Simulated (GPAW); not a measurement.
Input of a GPAW 26.7.0 run:

File run.py:

```python
from ase.dft.bandgap import bandgap
from ase.io import read, write
from ase.units import GPa
from gpaw import GPAW, PW

atoms = read('Cr.xyz')
atoms.set_initial_magnetic_moments([3.0, 3.0])

calc = GPAW(mode=PW(600),
            xc='PBE',
            kpts={'size': (11, 11, 6), 'gamma': True},
            occupations={'name': 'methfessel-paxton', 'order': 0, 'width': 0.02},
            nbands=17,
            convergence={'density': 1e-05, 'energy': 1e-05},
            maxiter=150,
            txt='gpaw.txt')
atoms.calc = calc
energy = atoms.get_potential_energy()
forces = atoms.get_forces()
stress = atoms.get_stress()
calc.write('gs.gpw')
write('result.traj', atoms)
print(f'Energy: {energy:.6f} eV')
print('Forces (eV/A):')
print(forces.round(4))
print('Stress (GPa):', (stress / GPa).round(3))
print('Moments:', calc.get_magnetic_moments().round(3))
print('Fermi level:', round(calc.get_fermi_level(), 4), 'eV')
print(f'Gap: {bandgap(calc)[0]:.4f} eV, direct: {bandgap(calc, direct=True)[0]:.4f} eV')
```

File Cr.xyz:

```xyz
2
Lattice="2.7140000000 0.0000000000 0.0000000000 -1.3570000000 2.3503929459 0.0000000000 0.0000000000 0.0000000000 4.4100000000" Properties=species:S:1:pos:R:3 pbc="T T T"
Cr     1.3570000001      0.7834643152      3.3075000000
Cr    -0.0000000001      1.5669286307      1.1025000000
```

Potentials or basis: GPAW PAW data sets (gpaw-data 1.2.1), pw.

Launch:

```bash
$ OMP_NUM_THREADS=1 python run.py
```

Question: What does it give for the pressure?

Answer: -25.2 GPa.

Question: What does it give for the site moments?

Answer: Cr +0.91 μB.

Question: Predict the net moment.

Answer: 2.04 μB per cell.

Stress tensor (GPa, compression positive):
```
-25.66   0.00   0.00
  0.00 -25.66   0.00
  0.00   0.00 -24.20
```

Caveat: so large a pressure means that the cell lies far from this level's equilibrium, or that cutoff or potentials fall short.
